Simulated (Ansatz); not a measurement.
HfO2: energy along a strain

HfO2, Fm-3m, a = 5.115 Å (as given, not relaxed at this level: -2.5 GPa). This isn't the usual stable structure of the compound. Ansatz: PBE, PAW, 420 eV, Γ-centred 8×8×8 mesh on 3 atoms, Gaussian smearing 0.05 eV; no spin polarisation. Cell vectors (Å): 0.000 2.558 2.558; 2.558 0.000 2.558; 2.558 2.558 0.000. The cell is strained by x per cent times the pattern (1 -1 0 0 0 0) in the order xx yy zz yz xz xy (engineering shears), with fractional coordinates held. y is the free energy over the start, V0 = 11.152 Å³/atom. Symmetry makes y even in x. Points with a strain past 8.5 % were computed too (2) and aren't used here.

```tsv
x (%)	y (meV/atom)
-5.00	77.50
0.00	0.00
1.25	4.77
2.50	19.24
3.75	43.41
6.25	121.67
7.50	?
```

Q: Fit y = c2 x² + c4 x⁴ to the other rows, get the stiffness along the pattern, and predict the missing energy.

A: Least squares on the rows shown. y = 3.0720 x² + 0.0010977 x⁴. The clamped-ion stiffness p·C·p = 2 × 30.72 eV × 160.2 / 11.152 Å³ = 883 GPa (second derivative at the start, which stands under stress). At x = 7.50 the fit asked for gives 176.27 meV/atom. The run gave 176.21 meV/atom, so the fit is 0.06 meV/atom too high, a small miss on the scale of the series.

Spin–orbit coupling is left out, which can shift energies with elements as heavy as these.